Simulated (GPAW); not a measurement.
# PbSe (Clausthalite) (Fm-3m) in GPAW: notebook

The runs below take PbSe (Clausthalite) through Wannier functions, equation of state, band structure, with revPBE, r2SCAN+D3(BJ), PBEsol, BLYP+D3.

All numbers are computed with GPAW 26.7.0; they aren't measurements. Logs are shortened: lines on timing, memory, paths and dates and some standing lists are left out, and cuts for length are marked. The log counts tension as positive stress, the text compression.

**Experimental background.**

From a printed reference work, monograph, for a bulk crystal of PbSe at 300 K: band gap 0.28 eV (direct).

The runs below are set against these values where they give the same quantity.

**1. The crystal as given**

Symmetry: Fm-3m, No. 225, cubic system. The conventional cell has a = 6.121 Å, b = 6.121 Å, c = 6.121 Å, α = 90.00°, β = 90.00°, γ = 90.00°. Pb (site symmetry m-3m) is surrounded by 6 Se at 3.06 Å. Se (site symmetry m-3m) has 6 Pb at 3.06 Å as nearest neighbours.

**2. Wannier functions, revPBE**

Input file run.py:

```python
import json
import numpy as np
import spglib
from ase import Atoms
from ase.dft.bandgap import bandgap
from ase.dft.wannier import Wannier
from ase.io import read, write
from ase.units import GPa
from gpaw import GPAW, PW

atoms = read('PbSe.cif')
cell, positions, numbers = spglib.find_primitive(
    (atoms.cell[:], atoms.get_scaled_positions(), atoms.numbers), symprec=1e-4)
atoms = Atoms(numbers, cell=cell, scaled_positions=positions, pbc=True)

calc = GPAW(mode=PW(690),
            xc='revPBE',
            kpts={'size': (8, 8, 8), 'gamma': True},
            occupations={'name': 'fermi-dirac', 'width': 0.05},
            nbands=19,
            convergence={'density': 1e-05, 'energy': 1e-05},
            maxiter=75,
            txt='gpaw.txt')
atoms.calc = calc
energy = atoms.get_potential_energy()
forces = atoms.get_forces()
stress = atoms.get_stress()
calc.write('gs.gpw')
write('result.traj', atoms)
print(f'Energy: {energy:.6f} eV')
print('Forces (eV/A):')
print(forces.round(4))
print('Stress (GPa):', (stress / GPa).round(3))
print('Fermi level:', round(calc.get_fermi_level(), 4), 'eV')
print(f'Gap: {bandgap(calc)[0]:.4f} eV, direct: {bandgap(calc, direct=True)[0]:.4f} eV')

nocc = int(round(calc.get_number_of_electrons() / 2))
full = calc.fixed_density(kpts={'size': (4, 4, 4), 'gamma': True}, symmetry='off', nbands=nocc + 6,
                          convergence={'bands': nocc}, txt='full.txt')
wan, values = None, []
for seed in range(6):  # several starts, since the search can end in a local maximum
    trial = Wannier(nwannier=nocc, calc=full, nbands=nocc, functional='std',
                    initialwannier='orbitals' if seed == 0 else 'random', rng=np.random.RandomState(seed))
    trial.localize(tolerance=1e-6)
    values.append(trial.get_functional_value())
    print(f'start {seed}: functional {values[-1]:.5f}', flush=True)
    if values[-1] == max(values):
        wan = trial
wan.localize(step=0.1, tolerance=1e-8)
wan.translate_all_to_cell((0, 0, 0))
centres, spreads = wan.get_centers(), wan.get_spreads()
for x, s in zip(centres, spreads):
    d = np.linalg.norm(atoms.repeat(3).positions - atoms.cell.sum(0) - x, axis=1)
    print(x.round(4), f'spread {s:.4f} A^2, nearest {atoms[d.argmin() % len(atoms)].symbol} at {d.min():.3f} A')
onsite = wan.get_hopping((0, 0, 0)).diagonal().real
print('On-site energies:', onsite.round(4))
json.dump({'centres': centres.tolist(), 'spreads': spreads.tolist(), 'onsite': onsite.tolist(), 'values': values},
          open('wannier.json', 'w'))
```

Input file PbSe.cif:

```cif
data_PbSe
_cell_length_a 6.12130000
_cell_length_b 6.12130000
_cell_length_c 6.12130000
_cell_angle_alpha 90.00000000
_cell_angle_beta 90.00000000
_cell_angle_gamma 90.00000000
_space_group_name_H-M_alt 'Fm-3m'
_space_group_name_Hall '-F 4 2 3'
_space_group_IT_number 225
loop_
_space_group_symop_operation_xyz
'x,y,z'
'-x,-y,-z'
'-y,x,z'
'y,-x,-z'
'-x,-y,z'
'x,y,-z'
'y,-x,z'
'-y,x,-z'
'x,-y,-z'
'-x,y,z'
'-y,-x,-z'
'y,x,z'
'-x,y,-z'
'x,-y,z'
'y,x,-z'
'-y,-x,z'
'z,x,y'
'-z,-x,-y'
'z,-y,x'
'-z,y,-x'
'z,-x,-y'
'-z,x,y'
'z,y,-x'
'-z,-y,x'
'-z,x,-y'
'z,-x,y'
'-z,-y,-x'
'z,y,x'
'-z,-x,y'
'z,x,-y'
'-z,y,x'
'z,-y,-x'
'y,z,x'
'-y,-z,-x'
'x,z,-y'
'-x,-z,y'
'-y,z,-x'
'y,-z,x'
'-x,z,y'
'x,-z,-y'
'-y,-z,x'
'y,z,-x'
'-x,-z,-y'
'x,z,y'
'y,-z,-x'
'-y,z,x'
'x,-z,y'
'-x,z,-y'
'x,y+1/2,z+1/2'
'-x,-y+1/2,-z+1/2'
'-y,x+1/2,z+1/2'
[... 62 lines left out ...]
'-z+1/2,-x,-y+1/2'
'z+1/2,-y,x+1/2'
'-z+1/2,y,-x+1/2'
'z+1/2,-x,-y+1/2'
'-z+1/2,x,y+1/2'
'z+1/2,y,-x+1/2'
'-z+1/2,-y,x+1/2'
'-z+1/2,x,-y+1/2'
'z+1/2,-x,y+1/2'
'-z+1/2,-y,-x+1/2'
'z+1/2,y,x+1/2'
'-z+1/2,-x,y+1/2'
'z+1/2,x,-y+1/2'
'-z+1/2,y,x+1/2'
'z+1/2,-y,-x+1/2'
'y+1/2,z,x+1/2'
'-y+1/2,-z,-x+1/2'
'x+1/2,z,-y+1/2'
'-x+1/2,-z,y+1/2'
'-y+1/2,z,-x+1/2'
'y+1/2,-z,x+1/2'
'-x+1/2,z,y+1/2'
'x+1/2,-z,-y+1/2'
'-y+1/2,-z,x+1/2'
'y+1/2,z,-x+1/2'
'-x+1/2,-z,-y+1/2'
'x+1/2,z,y+1/2'
'y+1/2,-z,-x+1/2'
'-y+1/2,z,x+1/2'
'x+1/2,-z,y+1/2'
'-x+1/2,z,-y+1/2'
'x+1/2,y+1/2,z'
'-x+1/2,-y+1/2,-z'
'-y+1/2,x+1/2,z'
'y+1/2,-x+1/2,-z'
'-x+1/2,-y+1/2,z'
'x+1/2,y+1/2,-z'
'y+1/2,-x+1/2,z'
'-y+1/2,x+1/2,-z'
'x+1/2,-y+1/2,-z'
'-x+1/2,y+1/2,z'
'-y+1/2,-x+1/2,-z'
'y+1/2,x+1/2,z'
'-x+1/2,y+1/2,-z'
'x+1/2,-y+1/2,z'
'y+1/2,x+1/2,-z'
'-y+1/2,-x+1/2,z'
'z+1/2,x+1/2,y'
'-z+1/2,-x+1/2,-y'
'z+1/2,-y+1/2,x'
'-z+1/2,y+1/2,-x'
'z+1/2,-x+1/2,-y'
'-z+1/2,x+1/2,y'
'z+1/2,y+1/2,-x'
'-z+1/2,-y+1/2,x'
'-z+1/2,x+1/2,-y'
'z+1/2,-x+1/2,y'
'-z+1/2,-y+1/2,-x'
'z+1/2,y+1/2,x'
'-z+1/2,-x+1/2,y'
'z+1/2,x+1/2,-y'
'-z+1/2,y+1/2,x'
'z+1/2,-y+1/2,-x'
'y+1/2,z+1/2,x'
'-y+1/2,-z+1/2,-x'
'x+1/2,z+1/2,-y'
'-x+1/2,-z+1/2,y'
'-y+1/2,z+1/2,-x'
'y+1/2,-z+1/2,x'
'-x+1/2,z+1/2,y'
'x+1/2,-z+1/2,-y'
'-y+1/2,-z+1/2,x'
'y+1/2,z+1/2,-x'
'-x+1/2,-z+1/2,-y'
'x+1/2,z+1/2,y'
'y+1/2,-z+1/2,-x'
'-y+1/2,z+1/2,x'
'x+1/2,-z+1/2,y'
'-x+1/2,z+1/2,-y'
loop_
_atom_site_label
_atom_site_type_symbol
_atom_site_symmetry_multiplicity
_atom_site_Wyckoff_symbol
_atom_site_fract_x
_atom_site_fract_y
_atom_site_fract_z
_atom_site_occupancy
Pb1 Pb 4 a 0.0000000000 0.0000000000 0.0000000000 1
Se1 Se 4 b 0.5000000000 0.0000000000 0.0000000000 1
```

Potentials or basis: the program's PAW data sets (release 1.2.1) made for this functional, pw.

The run is started by

```sh
OMP_NUM_THREADS=1 python run.py
```

gpaw.txt:

```text
__  _  _
 | _ |_)|_||  |
 |__||  | ||/\| - 26.7.0

Input parameters:
  mode=PW(ecut=690.0),
  convergence={'density': 1e-05, 'energy': 1e-05},
  kpts=MonkhorstPack(size=(8, 8, 8), gamma=True),
  maxiter=75,
  nbands=19,
  occupations=Occupations(name='fermi-dirac', width=0.05),
  xc=XC(name='revPBE')

Diagonalizing LCAO Hamiltonian
Converting LCAO to pw mode

                Se

       Pb

Atoms  # Å, Bohr magnetons
|   | symbol |        x |        y |        z |    initial magnetic moments |
|---|--------|----------|----------|----------|-----------------------------|
| 0 |     Pb | 0.000000 | 0.000000 | 0.000000 | ( 0.0000,  0.0000,  0.0000) |
| 1 |     Se | 3.060650 | 3.060650 | 3.060650 | ( 0.0000,  0.0000,  0.0000) |

Unit cell  # Å
| periodic |        x |        y |        z |  lengths |    angles |
|----------|----------|----------|----------|----------|-----------|
|      yes | 0.000000 | 3.060650 | 3.060650 | 4.328413 | 60.000000 |
|      yes | 3.060650 | 0.000000 | 3.060650 | 4.328413 | 60.000000 |
|      yes | 3.060650 | 3.060650 | 0.000000 | 4.328413 | 60.000000 |

Number of symmetries: 48
[... 51 lines left out ...]

BZ-sampling:
  Number of BZ points: 512
  Number of IBZ points: 29

  Monkhorst-Pack size: [8, 8, 8]
  Monkhorst-Pack shift: [0.0625, 0.0625, 0.0625]

K-points  # in reciprocal-cell coordinates
|     |                                coordinates |     weight |
|-----|--------------------------------------------|------------|
|   0 | (  0.00000000,   0.00000000,   0.00000000) | 0.00195312 |
|   1 | (  0.12500000,   0.12500000,   0.00000000) | 0.01171875 |
|   2 | (  0.12500000,   0.12500000,   0.12500000) | 0.01562500 |
|   3 | (  0.25000000,   0.12500000,   0.12500000) | 0.02343750 |
|   4 | (  0.25000000,   0.25000000,   0.00000000) | 0.01171875 |
|   5 | (  0.25000000,   0.25000000,   0.12500000) | 0.04687500 |
|   6 | (  0.25000000,   0.25000000,   0.25000000) | 0.01562500 |
|   7 | (  0.37500000,   0.25000000,  -0.37500000) | 0.04687500 |
|   8 | (  0.37500000,   0.25000000,   0.12500000) | 0.04687500 |
|   9 | (  0.37500000,   0.25000000,   0.25000000) | 0.04687500 |
| ... |                                            |            |
|  28 | (  0.50000000,   0.50000000,   0.50000000) | 0.00781250 |

Plane wave coefficients: 2397
Cutoff: 690.0 eV

Spin-components: 1 (collinear spins)
Bands:           19
Projectors:      11
Spin-degeneracy: 2
Datatype:        complex128

Parallelization:
  kpt:    1
  domain: 1
  band:   1

Density:
  Valence electrons: 20.0
  Components: 1
  Grid points: [27 27 27]
  Charge: 0.0  # |e|

Potential:
  Grid points: [27 27 27]

species:
  Pb:
    name:    Lead
    Z:       82.0
    valence: 14
    core:    68
    charge:  0.0  # [|e|]
    compensation charges:
      type: gauss
      rc: 0.38  # [Å]
      lmax: 2
    cutoffs:
      filter: 2.36  # [Å]
      core: 2.43  # [Å]
    projectors
    | kind |    occ | energy [eV] | rcut [Å] |
    |------|--------|-------------|----------|
    |   6s |  2.000 |     -11.901 |    1.259 |
    |   6p |  2.000 |      -3.435 |    1.275 |
    |   5d | 10.000 |     -21.184 |    1.217 |
    |    s |        |      15.310 |    1.259 |
    |    p |        |      23.776 |    1.275 |
    |    d |        |       6.028 |    1.217 |

    Using partial waves for Pb as LCAO basis

  Se:
    name:    Selenium
    Z:       34.0
    valence: 6
    core:    28
    charge:  0.0  # [|e|]
    compensation charges:
      type: gauss
      rc: 0.27  # [Å]
      lmax: 2
    cutoffs:
      filter: 1.77  # [Å]
      core: 2.67  # [Å]
    projectors
    | kind |    occ | energy [eV] | rcut [Å] |
    |------|--------|-------------|----------|
    |   4s |  2.000 |     -17.218 |    0.847 |
    |   4p |  4.000 |      -6.473 |    1.005 |
    |    s |        |       9.994 |    0.847 |
    |    p |        |      20.738 |    1.005 |
    |    d |        |       0.000 |    0.847 |

    Using partial waves for Se as LCAO basis

Reference energy: -633393.709828  # eV

eigensolver:
  PPCG
  Converge bands: occupied
  niter=2

density mixing:
  MSR1-Mixer
  Pratt-step length: 0.05
  Maximum mixing coefficient: 0.75
  Old densities: 10
  SVD Regularization: 0.005
  Good broyden scale: 1.0
  Trust region scale: 1.0
  Backstep threshold: 4.0
  History deletion threshold: 6.0
  Fourier metric: weight=20.0, sigma=0.015

occupation numbers:
  Fermi-Dirac:
    width: 0.0500  # eV

poisson solver:
  ecut: 5520.0  # eV

xc functional:
  name: revPBE with 2 nearest neighbor stencil

convergence criteria:
- Maximum integral of absolute [dens]ity change: 1e-05 electrons / valence electron
- Maximum [total energy] change in last 3 cyles: 1e-05 eV / valence electron
- Maximum integral of absolute [eigenst]ate change: 4e-08 eV^2 / valence electron
maximum number of iterations: 75

SCF iterations
|iter     | |      energy | eigst |  dens |
|---------|-|-------------|-------|-------|
|iter:   1| |   -8.030303 | -0.23 |       |
|iter:   2| |   -7.970112 | -2.06 | -1.23 |
|iter:   3| |   -7.776278 | -1.85 | -1.27 |
|iter:   4| |   -7.779572 | -3.68 | -1.89 |
|iter:   5| |   -7.780847 | -4.16 | -2.27 |
|iter:   6| |   -7.780902 | -5.44 | -3.17 |
|iter:   7| |   -7.780908c| -6.57 | -3.70 |
|iter:   8| |   -7.780908c| -7.49c| -4.43 |
|iter:   9| |   -7.780908c| -7.62c| -5.11c|

Converged in 9 steps
Energy contributions relative to reference atoms: (reference = -633393.709828)

Energy contributions:
  Kinetic:          21.718168
  Coulomb:         -21.685980
  Zero:             -0.073045
  External:          0.000000
  Xc:               -7.739902
  Entropy:          -0.000297
  Spinorbit:         0.000000
  ----------------------------
  Free energy:      -7.781057
  Extrapolated:     -7.780908

dipole moment: (-25.853216, -25.853216, -25.853216)  # |e|*Ang

Fermi level: 6.385
Eigenvalues  # (at kpt = [0.000, 0.000, 0.000])
| band index |      eig [eV] | occ [0-2] |
|------------|---------------|-----------|
|          0 |       -10.682 |     2.000 |
|        ... |               |           |
|          2 |       -10.682 |     2.000 |
|          3 |       -10.680 |     2.000 |
|          4 |       -10.680 |     2.000 |
|          5 |        -7.369 |     2.000 |
|          6 |        -0.004 |     2.000 |
|          7 |         4.297 |     2.000 |
[... 9 lines left out ...]
|         17 |        14.708 |     0.000 |
|         18 |        15.199 |     0.000 |

Gap: 0.301 eV
Transition (v -> c):
  (s=0, k=28, n=9, [0.50, 0.50, 0.50]) -> (s=0, k=28, n=10, [0.50, 0.50, 0.50])
No difference between direct/indirect transitions

Forces  # eV/Ang
|       x |       y |        z |
|---------|---------|----------|
| 0.00000 | 0.00000 |  0.00000 |  # Pb   0
| 0.00000 | 0.00000 | -0.00000 |  # Se   1

Stress tensor  # eV/Ang^3
|         x |         y |         z |
|-----------|-----------|-----------|
| -0.021915 |  0.000000 |  0.000000 |
|  0.000000 | -0.021915 |  0.000000 |
|  0.000000 |  0.000000 | -0.021915 |

# Writing to gs.gpw (mode='')
```

Run time: 2.8 min. Hardware: 1 thread of Arm Neoverse V2, shared host; peak memory 0.29 GiB.

Results:

```
Free energy            : -7.7811 eV
Pressure               : 3.5 GPa
Band gap on the k mesh : 0.30 eV, direct
Total Wannier spread   : 12.75 Å² over 10 functions
```

Wannier centres (Å) and spreads (Å²):
| function | x | y | z | spread |
| --- | --- | --- | --- | --- |
| 1 | 6.121 | 3.060 | 3.061 | 0.326 |
| 2 | 3.061 | 6.120 | 3.061 | 0.326 |
| 3 | 3.061 | 3.061 | 0.000 | 0.339 |
| 4 | 6.120 | 3.061 | 3.061 | 0.326 |
| 5 | 6.121 | 3.060 | 3.061 | 0.335 |
| 6 | 3.239 | 3.239 | 3.582 | 2.159 |
| 7 | 3.342 | 3.344 | 2.609 | 2.076 |
| 8 | 3.055 | 3.055 | 0.002 | 2.238 |
| 9 | 3.137 | 2.521 | 3.027 | 2.310 |
| 10 | 2.521 | 3.136 | 3.028 | 2.312 |

Caveat: spin-orbit coupling is left out, which as a rule narrows the gap of such compounds by several tenths of an eV. A k mesh can miss the band edges.

[end of part 1 of 2]
